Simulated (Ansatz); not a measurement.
HfO2: equation of state with PBE

HfO2:

```
Hf O
1.0
     5.21946    0.00000    0.00000
     0.00000    5.00476    0.00000
     0.00000    0.00000    5.03269
Hf O
4 8
Direct
  0.96699 0.73252 0.74144
  0.53301 0.73252 0.24144
  0.46699 0.26748 0.74144
  0.03301 0.26748 0.24144
  0.63213 0.92865 0.87927
  0.86787 0.92865 0.37927
  0.23395 0.53988 0.49229
  0.26605 0.53988 0.99229
  0.76605 0.46012 0.99229
  0.73395 0.46012 0.49229
  0.13213 0.07135 0.87927
  0.36787 0.07135 0.37927
```

Measurements of this composition are mostly on another form, of space group No. 14.

* Program: Ansatz 0.2.0
* Task: equation of state
* Functional: PBE
* Potentials or basis: Ansatz PAW small core
* Cutoff: 420 eV
* Density cutoff: 1680 eV
* k mesh: 5 × 6 × 5
* Occupations: fermi-dirac, width 0.05 eV
* Spin: no spin polarisation

```json
{
 "Equilibrium volume": "11.37 Å³/atom",
 "Bulk modulus at fixed shape and positions": "241 GPa",
 "Pressure derivative of the bulk modulus": "4.2"
}
```

Energy against volume, from the lowest point:
| volume (Å³/atom) | energy (meV/atom) |
| --- | --- |
| 10.298 | 90.76 |
| 10.517 | 55.47 |
| 10.736 | 29.66 |
| 10.955 | 12.33 |
| 11.175 | 2.70 |
| 11.394 | 0.00 |
| 11.613 | 3.63 |

All runs of the series together: 2.3 min on 2 threads of AMD EPYC 7B13 (Zen 3), with other jobs on the host.

Caveat: the cell was scaled at fixed shape and fractional positions, which overstates the stiffness of a crystal with free parameters, most of all of layers and chains. Spin-orbit coupling is left out, which matters for the levels of Hf.
